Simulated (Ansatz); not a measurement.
The system is FeO.

```
Fe O
1.0
    -1.60210    1.60210    2.08339
     1.60210   -1.60210    2.08339
     1.60210    1.60210   -2.08339
Fe O
1 1
Cartesian
  0.0000 0.0000 0.0000
  0.0000 0.0000 2.0834
```

The cell comes from a database or a generator and needn't be the stable form of this composition.

* Program: Ansatz 0.2.0
* Task: relaxation of cell and atoms
* Functional: HSEsol
* Potentials or basis: Ansatz PAW
* Cutoff: 420 eV (not typed: the program's choice for these potentials)
* k mesh: 6 × 6 × 6
* Occupations: fermi-dirac, width 0.05 eV
* Spin: collinear spin, ferromagnetic start
* Starting moments: [3.0, 0.0] μB

At the start: volume 10.70 Å³/atom.

How do energy, volume and symmetry change on relaxing?

It ends after 8 steps and the volume is 10.14 Å³/atom (-5.2 %); space group I4/mmm (No. 139, to 0.05 Å); moment 4.00 μB per cell.

The path:
| step | energy change (eV) | largest force (eV/Å) | volume (Å³) |
| --- | --- | --- | --- |
| 1 | 0.0000 | 0.0000 | 21.39 |
| 2 | -0.0401 | 0.0000 | 20.53 |
| 3 | -0.0466 | 0.0000 | 20.19 |
| 4 | -0.0475 | 0.0000 | 20.26 |
| 5 | -0.0474 | 0.0000 | 20.31 |
| 6 | -0.0435 | 0.0000 | 20.31 |
| 7 | -0.0436 | 0.0000 | 20.29 |
| 8 | -0.0435 | 0.0000 | 20.29 |

Final structure:
```
Fe O
1.0
    -1.58520    1.58520    2.01814
     1.58520   -1.58520    2.01814
     1.58520    1.58520   -2.01814
Fe O
1 1
Direct
  0.00000 0.00000 0.00000
  0.50000 0.50000 0.00000
```

Caveat: the k mesh is coarse (spacing up to 0.46 Å⁻¹), so the values aren't converged, least of all with exact exchange; the magnetic or orbital state may not be the lowest; the plane-wave basis is chosen anew once the cell has moved, so the energies of steps on either side of that aren't comparable; the pressure holds a Pulay correction of +0.7 GPa for the finite cutoff; a cell with one magnetic atom can't hold antiferromagnetic order, which such compounds often take; the PAW data sets come from PBE, with cores solved anew for the run's functional, which leaves a small shift of forces and pressure.
